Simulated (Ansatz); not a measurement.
An input for Ansatz 0.2.0 (ZrSe2):

Contents of input.yaml:

```yaml
crystal:
  lattice:
    - [3.798, 0.0, 0.0]
    - [-1.899, 3.2891644836, 0.0]
    - [0.0, 0.0, 6.192]
  atoms:
    - { symbol: Zr, position: [0.0, 0.0, 0.0] }
    - { symbol: Se, position: [0.6666666667, 0.3333333333, 0.75] }
    - { symbol: Se, position: [0.3333333333, 0.6666666667, 0.25] }
hamiltonian:
  xc: lc_wpbe
  pseudopotentials: { kind: paw }
kpoints:
  mp_grid: { grid: [5, 5, 3] }
  band_path:
    path:
      - [[0.0, 0.0, 0.0], [0.5, 0.0, 0.0], [0.3333333333, 0.3333333333, 0.0], [0.0, 0.0, 0.0], [0.0, 0.0, 0.5], [0.5, 0.0, 0.5], [0.3333333333, 0.3333333333, 0.5], [0.0, 0.0, 0.5]]
      - [[0.5, 0.0, 0.5], [0.5, 0.0, 0.0]]
      - [[0.3333333333, 0.3333333333, 0.0], [0.3333333333, 0.3333333333, 0.5]]
    npoints: 4
scf:
  occupations: { method: fermi_dirac, width: 0.05 }
  n_extra_bands: 7
output:
  forces: true
  stress: true
  eigenvalues: true
  fatbands: false
```

Potentials or basis: Ansatz PAW.

Launch:

```bash
$ ansatz run input.yaml --threads 2 --pin off --max-ram 5632MiB --backend cpu --events-out ev --progress --plain --runs-dir out
```

Problem. How does this run end?

Solution. The run stopped without a result. It printed:

Output:

```text
Error: kpoints.band_path / output.eigenstates.kpoints / output.eigenstates.nscf_kmesh / output.wannier / output.states_by_energy / output.dos.nscf_kmesh / output.optics.nscf_kmesh / output.boltztrap / output.local_orbitals.kmesh / output.polarization (unless states: scf) / output.orbitals (by a pass of its own) / gw: / phonons.commensurate_couplings.mesh / output.given_orbital_levels with hamiltonian.xc: <exact exchange of several ranges> with hamiltonian.xc: <exact exchange that reaches to infinity> — behind a hybrid SCF this pass is solved under, or applies, the exchange operator itself, at k-points off the SCF's mesh, which is served of several ranges of exact exchange only where none reaches to infinity: one that does (lc_wpbe's) diverges towards zero momentum transfer, and no level off the mesh has been held to a reference under several; use a hybrid whose last range ends, as hiss, or one of one range, or do without the pass
```
